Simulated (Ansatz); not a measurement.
**Ru2Al3: changing the functional**

The cell as given:

```cif
data_structure
_symmetry_space_group_name_H-M 'I4/mmm'
_symmetry_Int_Tables_number 139
_cell_length_a 3.0778
_cell_length_b 3.0778
_cell_length_c 14.2862
_cell_angle_alpha 90.000
_cell_angle_beta 90.000
_cell_angle_gamma 90.000
_cell_volume 135.33
loop_
_atom_site_label
_atom_site_type_symbol
_atom_site_symmetry_multiplicity
_atom_site_Wyckoff_symbol
_atom_site_fract_x
_atom_site_fract_y
_atom_site_fract_z
_atom_site_occupancy
Ru1 Ru 4 e 0.00000 0.00000 0.39413 1
Al1 Al 4 e 0.00000 0.00000 0.19382 1
Al2 Al 2 a 0.00000 0.00000 0.00000 1
```

The cell comes from a database or a generator and needn't be the stable form of this composition.

Kept alike: task relaxation of cell and atoms; k mesh 12 × 12 × 12; occupations fermi-dirac, width 0.05 eV; no spin polarisation. Program: Ansatz, Ansatz PAW. Cutoffs run from 420 to 500 eV. The mesh is that of the run's cell of 5 atoms. No spin-orbit coupling.

| functional | volume (Å³/atom) |
| --- | --- |
| LDA | 13.158 |
| PBEsol | 13.462 |
| r2SCAN | 13.518 |

The relaxations keep at least the cell's symmetry (I4/mmm). For a metal such a mesh leaves the last digits unconverged. Relaxations stop with a little pressure left, so the last digits of a volume or edge aren't settled. All rows use potentials made for PBE.

The volume runs from 13.158 (LDA) to 13.518 Å³/atom (r2SCAN).
